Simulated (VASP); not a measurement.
Here is a VASP 6.6.1 calculation.

The input INCAR:

```
  PREC = Accurate
  ENCUT = 600
  EDIFF = 1E-7
  ISMEAR = 1
  SIGMA = 0.1
  LREAL = F
  LASPH = T
  NELM = 80
  ALGO = Normal
  ISIF = 3
  LWAVE = F
  LCHARG = F
  GGA = AM
  IBRION = 2
  NSW = 90
  EDIFFG = -0.005
```

The input KPOINTS:

```
regular mesh
0
Gamma
  14 14 14
```

POSCAR

```
TiC                                     
1.0
   -0.0000000000      2.1444513817      2.1444513817
    2.1444513817      0.0000000000      2.1444513817
    2.1444513817      2.1444513817      0.0000000000
  Ti              C             
     1     1
Direct
     0.0000000000000000    0.0000000000000000    0.0000000000000000
     0.5000000000000000    0.5000000000000000    0.5000000000000000
```

Potentials or basis: VASP PAW PBE potentials, release 64 (Ti_sv, C).

Command:

```console
$ cat potpaw_PBE.64/Ti_sv/POTCAR potpaw_PBE.64/C/POTCAR > POTCAR
$ mpirun -np 1 vasp_std > vasp.out
```

(1) What does it give for the band gap on the k mesh?

Answers

(1) none (metal or under the smearing width).

Caveat: the relaxation stopped at its first step, so nothing moved.
